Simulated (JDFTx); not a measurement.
# Ni (Im-3m) in JDFTx: reference runs

How does Ni come out in PBE? The cell is run as given and disturbed.

Program: JDFTx 1.7.0 (patched build). These are calculated values, not measurements. Logs are shortened: lines on timing, memory, paths and dates and some standing lists are left out, and cuts for length are marked. The log counts tension as positive stress, the text compression.

### 1 The structure

The structure is cubic, space group Im-3m (No. 229). Conventional cell: a = 2.767 Å, b = 2.767 Å, c = 2.767 Å, α = 90.00°, β = 90.00°, γ = 90.00°. Ni (site symmetry m-3m) has 8 Ni at 2.40 Å as nearest neighbours.

This isn't the form of Ni at room conditions, which is fcc.

### 2 Single point, PBE, collinear spin, ferromagnetic start

The input, Ni.in:

```
lattice \
   -2.6148432727     2.6148432727     2.6148432727 \
    2.6148432727    -2.6148432727     2.6148432727 \
    2.6148432727     2.6148432727    -2.6148432727
coords-type Lattice
ion Ni     0.0000000000     0.0000000000     0.0000000000 1

ion-species pseudo/Ni.upf
elec-cutoff 49
elec-ex-corr gga-PBE
kpoint-folding 13 13 13
elec-smearing Fermi 0.0018374661
elec-n-bands 15
spintype z-spin
initial-magnetic-moments Ni 1
elec-initial-magnetization 1 no
electronic-SCF nIterations 100 energyDiffThreshold 1e-09
electronic-minimize nIterations 30 energyDiffThreshold 1e-7
converge-empty-states yes
forces-output-coords Cartesian

dump-name run.$VAR
dump End Ecomponents EigStats BandEigs Kpoints Forces Stress ElecDensity Dtot
```

Potentials or basis: PseudoDojo-SR-PBE-0.5-standard.

Started as:

```
jdftx -c 1 -i Ni.in -o Ni.out
```

What it wrote:

```text
*************** JDFTx 1.7.0 (patched build) ***************

Input parsed successfully to the following command list (including defaults):
[... the input with its defaults ...]

---------- Setting up symmetries ----------

Found 48 point-group symmetries of the bravais lattice
Found 48 space-group symmetries with basis
Applied RMS atom displacement 0 bohrs to make symmetries exact.

---------- Initializing the Grid ----------
R =
[     -2.61484      2.61484      2.61484  ]
[      2.61484     -2.61484      2.61484  ]
[      2.61484      2.61484     -2.61484  ]
unit cell volume = 71.515
G =
[ -1.11422e-17    1.20145    1.20145  ]
[    1.20145 -1.11422e-17    1.20145  ]
[    1.20145    1.20145 -1.11422e-17  ]
Minimum fftbox size, Smin = [  32  32  32  ]
Chosen fftbox size, S = [  32  32  32  ]

---------- Exchange Correlation functional ----------
Initalized PBE GGA exchange.
Initalized PBE GGA correlation.

---------- Setting up pseudopotentials ----------
Width of ionic core gaussian charges (only for fluid interactions / plotting) set to 0

Reading pseudopotential file 'pseudo/Ni.upf':
  'Ni' pseudopotential, 'PBE' functional
  Generated using ONCVPSP code by D. R. Hamann
  18 valence electrons, 4 orbitals, 6 projectors, 1001 radial grid points, with lMax = 2
    3S    l: 0   occupation:  2.0   eigenvalue: -4.081355
    3P    l: 1   occupation:  6.0   eigenvalue: -2.623460
    3D    l: 2   occupation:  8.0   eigenvalue: -0.326118
    4S    l: 0   occupation:  2.0   eigenvalue: -0.207378
  Core radius for overlap checks: 1.60 bohrs.

Initialized 1 species with 1 total atoms.

Folded 1 k-points by 13x13x13 to 2197 k-points.

---------- Setting up k-points, bands, fillings ----------
Reduced to 84 k-points under symmetry.
Computing the number of bands and number of electrons
Calculating initial fillings.
nElectrons:  18.000000   nBands: 15   nStates: 168

----- Setting up reduced wavefunction bases (one per k-point) -----
average nbasis = 1171.574 , ideal nbasis = 1171.615

---------- Setting up ewald sum ----------
Optimum gaussian width for ewald sums = 1.632652 bohr.
Real space sum over 2197 unit cells with max indices [  6  6  6  ]
Reciprocal space sum over 2197 terms with max indices [  6  6  6  ]

---------- Allocating electronic variables ----------
Initializing wave functions:  linear combination of atomic orbitals
Note: number of bands (15) exceeds available atomic orbitals (10)
Ni (M=1) pseudo-atom majority spin occupations:   s ( 1 0.5 )  p ( 3 )  d ( 5 )
Ni (M=1) pseudo-atom minority spin occupations:   s ( 1 0 )  p ( 3 )  d ( 4.5 )
	FillingsUpdate:  mu: +1.438201972  nElectrons: 18.000000  magneticMoment: [ Abs: 0.01474  Tot: +0.00000 ]
LCAOMinimize: Iter:   0  F: -162.6072457397569906  |grad|_K:  6.953e-03  alpha:  1.000e+00
	FillingsUpdate:  mu: +1.349346190  nElectrons: 18.000000  magneticMoment: [ Abs: 0.02594  Tot: +0.00000 ]
LCAOMinimize: Iter:   1  F: -163.0144182802703199  |grad|_K:  7.330e-03  alpha:  1.843e-01  linmin: -2.872e-01  cgtest:  7.082e-01
LCAOMinimize: 	Wrong curvature in test step, increasing alphaT to 5.529213e-01.
[... 17 lines of inner loops ...]
LCAOMinimize: Iter:   9  F: -164.1340258459781580  |grad|_K:  5.750e-07  alpha:  1.162e+00  linmin:  1.403e-04  cgtest: -1.199e-03
	FillingsUpdate:  mu: +0.708261846  nElectrons: 18.000000  magneticMoment: [ Abs: 0.66706  Tot: +0.60868 ]
LCAOMinimize: Iter:  10  F: -164.1340258484393360  |grad|_K:  1.828e-07  alpha:  3.935e-01  linmin:  2.421e-05  cgtest:  1.407e-03
LCAOMinimize: Converged (|Delta F|<1.000000e-06 for 2 iters).

-------- Electronic minimization -----------
Will mix electronic density at each iteration.
	FillingsUpdate:  mu: +0.708261846  nElectrons: 18.000000  magneticMoment: [ Abs: 0.66706  Tot: +0.60868 ]
	FillingsUpdate:  mu: +0.707698059  nElectrons: 18.000000  magneticMoment: [ Abs: 0.66706  Tot: +0.60868 ]
SCF: Cycle:  0   F: -164.140707416744164   dF: -6.682e-03   |Residual|: 4.808e-02   |deigs|: 2.750e-01
	FillingsUpdate:  mu: +0.695979738  nElectrons: 18.000000  magneticMoment: [ Abs: 0.67721  Tot: +0.61248 ]
SCF: Cycle:  1   F: -164.141567962081155   dF: -8.605e-04   |Residual|: 1.982e-02   |deigs|: 1.201e-02
	FillingsUpdate:  mu: +0.701019016  nElectrons: 18.000000  magneticMoment: [ Abs: 0.66933  Tot: +0.59993 ]
SCF: Cycle:  2   F: -164.141955962065111   dF: -3.880e-04   |Residual|: 8.929e-03   |deigs|: 4.743e-03
	FillingsUpdate:  mu: +0.700745928  nElectrons: 18.000000  magneticMoment: [ Abs: 0.67390  Tot: +0.60497 ]
SCF: Cycle:  3   F: -164.141967548256673   dF: -1.159e-05   |Residual|: 1.211e-03   |deigs|: 5.927e-04
	FillingsUpdate:  mu: +0.700805309  nElectrons: 18.000000  magneticMoment: [ Abs: 0.67447  Tot: +0.60464 ]
SCF: Cycle:  4   F: -164.141967729866707   dF: -1.816e-07   |Residual|: 5.652e-04   |deigs|: 7.301e-05
	FillingsUpdate:  mu: +0.700808226  nElectrons: 18.000000  magneticMoment: [ Abs: 0.67471  Tot: +0.60492 ]
SCF: Cycle:  5   F: -164.141967764753645   dF: -3.489e-08   |Residual|: 2.132e-04   |deigs|: 3.540e-05
	FillingsUpdate:  mu: +0.700806388  nElectrons: 18.000000  magneticMoment: [ Abs: 0.67485  Tot: +0.60505 ]
SCF: Cycle:  6   F: -164.141967770763273   dF: -6.010e-09   |Residual|: 2.967e-05   |deigs|: 2.583e-05
	FillingsUpdate:  mu: +0.700804787  nElectrons: 18.000000  magneticMoment: [ Abs: 0.67485  Tot: +0.60502 ]
SCF: Cycle:  7   F: -164.141967771967785   dF: -1.205e-09   |Residual|: 1.612e-05   |deigs|: 2.993e-05
	FillingsUpdate:  mu: +0.700805862  nElectrons: 18.000000  magneticMoment: [ Abs: 0.67484  Tot: +0.60501 ]
SCF: Cycle:  8   F: -164.141967772311972   dF: -3.442e-10   |Residual|: 9.920e-06   |deigs|: 2.436e-05
	FillingsUpdate:  mu: +0.700808415  nElectrons: 18.000000  magneticMoment: [ Abs: 0.67484  Tot: +0.60501 ]
SCF: Cycle:  9   F: -164.141967772354661   dF: -4.269e-11   |Residual|: 9.797e-06   |deigs|: 1.855e-05
SCF: Converged (|Delta E|<1.000000e-09 for 2 iters).

Setting wave functions to eigenvectors of Hamiltonian
Converging empty states (this may take a while): |deigs|: 2.081e-04

# Stress tensor in Cartesian coordinates [Eh/a0^3]:
[ -0.000274639            0            0  ]
[            0 -0.000274639            0  ]
[            0            0 -0.000274639  ]

# Ionic positions in lattice coordinates:
ion Ni   0.000000000000000   0.000000000000000   0.000000000000000 1

# Forces in Cartesian coordinates:
force Ni   0.000000000000000   0.000000000000000   0.000000000000000 1

# Energy components:
   Eewald =     -112.7325344841113690
       EH =       46.0531078028877232
     Eloc =     -132.2083838153343152
      Enl =      -26.4930450343975785
      Exc =      -21.4391271176118892
 Exc_core =        3.6444871573496371
       KE =       79.0340589112274614
-------------------------------------
     Etot =     -164.1414365799903408
       TS =        0.0005311923643119
-------------------------------------
        F =     -164.1419677723546613

IonicMinimize: Iter:   0  F: -164.141967772354661  |grad|_K:  0.000e+00
IonicMinimize: Converged (|grad|_K<1.000000e-04).

#--- Lowdin population analysis ---
# oxidation-state Ni +0.221
# magnetic-moments Ni +0.631

Dumping 'run.eigStats' ...
	eMin: -3.101479 at state 0 ( [ +0.000000 +0.000000 +0.000000 ] spin 1 )
	HOMO: +0.700223 at state 149 ( [ +0.153846 -0.384615 -0.384615 ] spin -1 )
	mu  : +0.700803
	LUMO: +0.701314 at state 124 ( [ +0.076923 +0.384615 -0.307692 ] spin -1 )
	eMax: +2.169438 at state 66 ( [ +0.230769 +0.230769 +0.230769 ] spin 1 )
	HOMO-LUMO gap: +0.001090
	Optical gap  : +0.004036 at state 165 ( [ +0.384615 +0.461538 -0.461538 ] spin -1 )
Done!
```

Wall time 41 s (1 thread of Intel Xeon 6975P-C (Granite Rapids), shared host); peak memory 0.15 GiB.

What came out:

| Property | Result |
| --- | --- |
| Free energy | -4466.5305 eV |
| Pressure | 8.1 GPa |
| Band gap on the k mesh | none (metal or under the smearing width) |
| Net moment | 0.61 μB per cell |
| Absolute moment | 0.67 μB per cell |
| Site moments | Ni +0.63 μB |

### 3 Single point, PBE, collinear spin, ferromagnetic start (cell strained at random at fixed volume)

Changes to Ni.in since step 2:

```diff
@@ -1,7 +1,7 @@
 lattice \
-   -2.6148432727     2.6148432727     2.6148432727 \
-    2.6148432727    -2.6148432727     2.6148432727 \
-    2.6148432727     2.6148432727    -2.6148432727
+   -2.6239376364     2.5153842089     2.6745312739 \
+    2.5759367031    -2.5746327921     2.6252264296 \
+    2.7056475043     2.5957901657    -2.7043435933
 coords-type Lattice
-ion Ni     0.0000000000     0.0000000000     0.0000000000 1
+ion Ni    -0.0207550000    -0.0231330000    -0.0194850000 1
```

Potentials or basis: PseudoDojo-SR-PBE-0.5-standard.

Started as:

```
jdftx -c 1 -i Ni.in -o Ni.out
```

What it wrote:

```text
*************** JDFTx 1.7.0 (patched build) ***************

Input parsed successfully to the following command list (including defaults):
[... the input with its defaults ...]

---------- Setting up symmetries ----------

Non-trivial transmission matrix:
[   1   0  -1  ]
[   1   1   0  ]
[   1   0   0  ]
with reduced lattice vectors:
[      2.565978      2.515384      2.623938  ]
[      2.626530     -2.574633     -2.575937  ]
[      2.597094      2.595790     -2.705648  ]

Found 2 point-group symmetries of the bravais lattice
Found 2 space-group symmetries with basis
Applied RMS atom displacement 0 bohrs to make symmetries exact.

---------- Initializing the Grid ----------
R =
[     -2.62394      2.51538      2.67453  ]
[      2.57594     -2.57463      2.62523  ]
[      2.70565      2.59579     -2.70434  ]
unit cell volume = 71.515
G =
[  0.0130166    1.20761    1.18515  ]
[    1.23609 -0.0123274     1.2105  ]
[     1.1995    1.19636  0.0242669  ]
[... 76 lines left out ...]
SCF: Cycle:  9   F: -164.141573829040397   dF: -6.602e-11   |Residual|: 3.036e-06   |deigs|: 3.846e-05
SCF: Converged (|Delta E|<1.000000e-09 for 2 iters).

Setting wave functions to eigenvectors of Hamiltonian
Converging empty states (this may take a while): |deigs|: 3.049e-04

# Stress tensor in Cartesian coordinates [Eh/a0^3]:
[ -0.000253631  0.000105787 -0.000241837  ]
[  0.000105787 -0.000279595  1.51955e-05  ]
[ -0.000241837  1.51955e-05 -0.000328678  ]

# Ionic positions in lattice coordinates:
ion Ni  -0.020755000000000  -0.023133000000000  -0.019485000000000 1

# Forces in Cartesian coordinates:
force Ni   0.000000000000000   0.000000000000000   0.000000000000000 1

# Energy components:
   Eewald =     -112.7074533918070642
       EH =       46.0802450205382357
     Eloc =     -132.2625681240965037
      Enl =      -26.4940258897541199
      Exc =      -21.4398862952586242
 Exc_core =        3.6444867987619545
       KE =       79.0381507190696624
-------------------------------------
     Etot =     -164.1410511625464324
       TS =        0.0005226664939628
-------------------------------------
        F =     -164.1415738290403965

IonicMinimize: Iter:   0  F: -164.141573829040397  |grad|_K:  0.000e+00
IonicMinimize: Converged (|grad|_K<1.000000e-04).

#--- Lowdin population analysis ---
# oxidation-state Ni +0.220
# magnetic-moments Ni +0.628

Dumping 'run.eigStats' ...
	eMin: -3.101257 at state 0 ( [ +0.000000 +0.000000 +0.000000 ] spin 1 )
	HOMO: +0.701114 at state 1895 ( [ +0.384615 +0.153846 -0.307692 ] spin -1 )
	mu  : +0.701124
	LUMO: +0.701170 at state 1427 ( [ +0.153846 +0.384615 -0.307692 ] spin -1 )
	eMax: +2.175134 at state 466 ( [ +0.230769 +0.230769 +0.307692 ] spin 1 )
	HOMO-LUMO gap: +0.000056
	Optical gap  : +0.002902 at state 1465 ( [ +0.153846 -0.384615 -0.384615 ] spin -1 )
Done!
```

It took 11 min on 1 thread of Intel Xeon 6975P-C (Granite Rapids), shared host; peak memory 1.4 GiB.

Results:

* Free energy: -4466.5198 eV
* Pressure: 8.5 GPa
* Band gap on the k mesh: none (metal or under the smearing width)
* Net moment: 0.60 μB per cell
* Absolute moment: 0.67 μB per cell
* Site moments: Ni +0.63 μB

Stress tensor (GPa, compression positive):
```
 7.46 -3.11  7.12
-3.11  8.23 -0.45
 7.12 -0.45  9.67
```
